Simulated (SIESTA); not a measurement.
**SiGe under changes of volume**

One of the cells (21.291 Å³/atom); the others are scaled copies at fixed shape and fractional positions:

```
CELL_PARAMETERS angstrom
3.90445 0.00000 0.00000
-1.95223 3.38135 0.00000
0.00000 0.00000 6.45078
ATOMIC_POSITIONS crystal
Ge 0.33333 0.66667 0.00039
Ge 0.66667 0.33333 0.50039
Si 0.33333 0.66667 0.37461
Si 0.66667 0.33333 0.87461
```

The cell comes from a database or a generator and needn't be the stable form of this composition.

* Program: SIESTA 5.4.2
* Functional: PBEsol
* Potentials or basis: PseudoDojo 0.4 standard (PBEsol files)
* Basis: DZP (energy shift 0.003 Ry; two zetas on semicore shells)
* Grid cutoff: 800 Ry
* Energy shift: 0.003 Ry
* k mesh: 8 × 8 × 4
* Occupations: fermi-dirac, width 0.05 eV
* Spin: no spin polarisation

```csv
volume (Å³/atom),energy over the lowest point (meV/atom),pressure (GPa),gap on the mesh (eV),largest force (eV/Å)
20.014,28.24,6.6,0.35,0.045
20.440,13.72,4.4,0.39,0.036
20.866,4.52,2.5,0.42,0.028
21.291,0.12,0.8,0.44,0.021
21.717,0.00,-0.7,0.38,0.014
22.143,?,?,?,?
22.569,11.01,-3.3,0.28,0.002
```

What does the run at 22.143 Å³/atom give?

Energy over the lowest point 3.79 meV/atom; pressure -2.1 GPa; gap on the mesh 0.33 eV; largest force 0.008 eV/Å.

Worked out: A Birch-Murnaghan fit of order 3 (a polynomial in V^(-2/3)) to the other rows has its minimum at 21.51 Å³/atom with B0 = V·E''(V) = 77 GPa and B' = 4.3 at fixed shape and positions, which overstates the stiffness. It gives 3.76 meV/atom at 22.143 Å³/atom, against the run's 3.79, and -dE/dV = -2.1 GPa, against -2.1. A parabola through the other rows of the gap, of slope -3.06 eV per unit of ln V there, gives 0.35 eV, against the run's 0.33.

Energies are extrapolated to zero smearing.

Caveats: the basis of atomic orbitals isn't converged, which shifts pressures, moduli and gaps.

A mesh can miss the band edges. Spin-orbit coupling on Ge is left out.
